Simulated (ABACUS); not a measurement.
Set up this calculation in ABACUS 3.10.1, as the native input.

| Quantity | Value |
| --- | --- |
| Task | band structure |
| Functional | r2SCAN |
| Potentials or basis | SG15 ONCV 1.2 PBE |
| Cutoff | 1361 eV |
| Density cutoff | 5442 eV |
| Basis | DZP LCAO (the cutoffs set its grid) |
| Occupations | fermi-dirac, width 0.05 eV |
| Spin | no spin polarisation |
| Orbital files | Ge Ge_confined-atom_7au_2s2p2d.orb |
| Radial cutoff of the potentials (pseudo_rcut) | 10 bohr |
| Density | read from an earlier self-consistent run |
| Path | G-X-M-G-Z-P-N-Z1-M, X-P |
| Points for each segment of the path | 10 |
| SCF threshold on the density | 1e-07 |
| Max SCF steps | 100 |
| Eigensolver | genelpa |
| Mixing | broyden |
| Mixing share | 0.7 |
| Symmetry key | -1 |
| Bands | 24 |

Ge:

```
Ge
1.0
    -2.57449    2.57449    1.39741
     2.57449   -2.57449    1.39741
     2.57449    2.57449   -1.39741
Ge
2
Direct
  0.50000 0.50000 0.00000
  0.25000 0.75000 0.50000
```

This isn't the form of Ge at room conditions, which is diamond.

The input as run:

INPUT

```
INPUT_PARAMETERS
suffix              Ge
calculation         nscf
basis_type          lcao
pseudo_dir          ./
orbital_dir         ./
symmetry            -1
dft_functional      MGGA_X_R2SCAN+MGGA_C_R2SCAN
ecutwfc             100.0
pseudo_rcut         10
nspin               1
nbands              24
ks_solver           genelpa
smearing_method     fd
smearing_sigma      0.00367493
scf_thr             1e-07
scf_nmax            100
mixing_type         broyden
mixing_beta         0.7
mixing_tau          1
init_chg            file
out_band            1
```

STRU

```
ATOMIC_SPECIES
Ge 72.6300 Ge_ONCV_PBE-1.2.upf

NUMERICAL_ORBITAL
Ge_confined-atom_7au_2s2p2d.orb

LATTICE_CONSTANT
1.8897261246

LATTICE_VECTORS
-2.5744897190 2.5744897190 1.3974126432
2.5744897190 -2.5744897190 1.3974126432
2.5744897190 2.5744897190 -1.3974126432

ATOMIC_POSITIONS
Direct

Ge
0.0
2
0.5000000000 0.5000000000 0.0000000000 1 1 1
0.2500000000 0.7500000000 0.5000000000 1 1 1
```

KPT

```
K_POINTS
11
Line
0.00000000 0.00000000 0.00000000 10 // G
0.00000000 0.00000000 0.50000000 10 // X
-0.50000000 0.50000000 0.50000000 10 // M
0.00000000 0.00000000 0.00000000 10 // G
0.32365581 0.32365581 -0.32365581 10 // Z
0.25000000 0.25000000 0.25000000 10 // P
0.00000000 0.50000000 0.00000000 10 // N
-0.32365581 0.67634419 0.32365581 10 // Z1
-0.50000000 0.50000000 0.50000000 1 // M
0.00000000 0.00000000 0.50000000 10 // X
0.25000000 0.25000000 0.25000000 1 // P
```

Potentials or basis: SG15 ONCV 1.2 PBE, DZP LCAO (the cutoffs set its grid).

Run with:

```bash
$ OMP_NUM_THREADS=1 mpirun -np 4 abacus > log
```

Run time: 3 s on 4 MPI ranks on AMD EPYC 7R43 64-Core Processor (Zen 3), with other jobs on the host, peak memory 0.36 GiB a rank.
